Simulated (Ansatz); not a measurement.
## Si: start and end of a relaxation

The cell of Si is invented: one element on all sites of the C type (P6_3/mmc, No. 194). Lengths were set from tabulated atomic sizes, so they are only a guess.

start.cif

```cif
data_structure
_symmetry_space_group_name_H-M 'P 1'
_symmetry_Int_Tables_number 1
_cell_length_a 2.8482
_cell_length_b 2.8482
_cell_length_c 34.1976
_cell_angle_alpha 90.000
_cell_angle_beta 90.000
_cell_angle_gamma 120.000
_cell_volume 240.25
loop_
_atom_site_label
_atom_site_type_symbol
_atom_site_fract_x
_atom_site_fract_y
_atom_site_fract_z
_atom_site_occupancy
Si1 Si 0.66667 0.33333 0.63279 1
Si2 Si 0.66667 0.33333 0.13279 1
Si3 Si 0.66667 0.33333 0.36721 1
Si4 Si 0.66667 0.33333 0.86721 1
Si5 Si 0.00000 0.00000 0.25000 1
Si6 Si 0.33333 0.66667 0.86721 1
Si7 Si 0.00000 0.00000 0.75000 1
Si8 Si 0.66667 0.33333 0.25000 1
Si9 Si 0.33333 0.66667 0.36721 1
Si10 Si 0.33333 0.66667 0.75000 1
Si11 Si 0.33333 0.66667 0.13279 1
Si12 Si 0.33333 0.66667 0.63279 1
```

The calculation used DFT PBE, scalar-relativistic, plane waves, PAW (Ansatz 0.2.0). Cutoff 420 eV, Gaussian smearing, Γ-centred meshes. Cell and atoms relax first on a coarse mesh and then on a finer one. In between, the cell is made exact in the group found at 0.06 Å. In metals the finer mesh still leaves noise of several meV/atom or more. The steps can't lower the symmetry of their start. No spin polarisation.

end.cif

```cif
data_structure
_symmetry_space_group_name_H-M 'P 1'
_symmetry_Int_Tables_number 1
_cell_length_a 3.8906
_cell_length_b 3.8906
_cell_length_c 27.6397
_cell_angle_alpha 90.000
_cell_angle_beta 90.000
_cell_angle_gamma 120.000
_cell_volume 362.33
loop_
_atom_site_label
_atom_site_type_symbol
_atom_site_fract_x
_atom_site_fract_y
_atom_site_fract_z
_atom_site_occupancy
Si1 Si 0.66667 0.33333 0.62672 1
Si2 Si 0.66667 0.33333 0.15079 1
Si3 Si 0.66667 0.33333 0.34921 1
Si4 Si 0.66667 0.33333 0.87328 1
Si5 Si 0.00000 0.00000 0.25000 1
Si6 Si 0.33333 0.66667 0.84921 1
Si7 Si 0.00000 0.00000 0.75000 1
Si8 Si 0.66667 0.33333 0.25000 1
Si9 Si 0.33333 0.66667 0.37328 1
Si10 Si 0.33333 0.66667 0.75000 1
Si11 Si 0.33333 0.66667 0.12672 1
Si12 Si 0.33333 0.66667 0.65079 1
```

The symmetry stays P6_3/mmc (No. 194). The volume per atom grows by 50.8 %, from 20.0 to 30.2 Å³. The shortest distance goes from 1.64 Å (Si–Si) to 2.25 Å (Si–Si). The ratio c/a of the conventional cell changes by a factor of 0.59. The energy falls by about 8.9 eV/atom (the start's value is from the coarse mesh).

* Volume per atom: 30.2 Å³
* Density: 1.5 g/cm³
* Energy over the standard state: +0.58 eV/atom
* Gap on the 12×12×2 mesh of the 12-atom cell: 0 eV (a metal)

Energies count from the standard state of Si at the same level. So it is a metastable form at best.

The last run used Gaussian smearing of 0.10 eV. No dispersion correction is applied, so the spacing and binding between layers, chains or molecules are poorly described. A structure relaxed within its symmetry needn't be a true minimum. In all, the 3 runs took 2.2 min on 1 thread of AMD EPYC 9R45 96-Core Processor (Zen 5), on a shared host. Another cell of Si relaxed alike, in P-3m1, lies 189 meV/atom lower, so this cell isn't the stable form at this level.
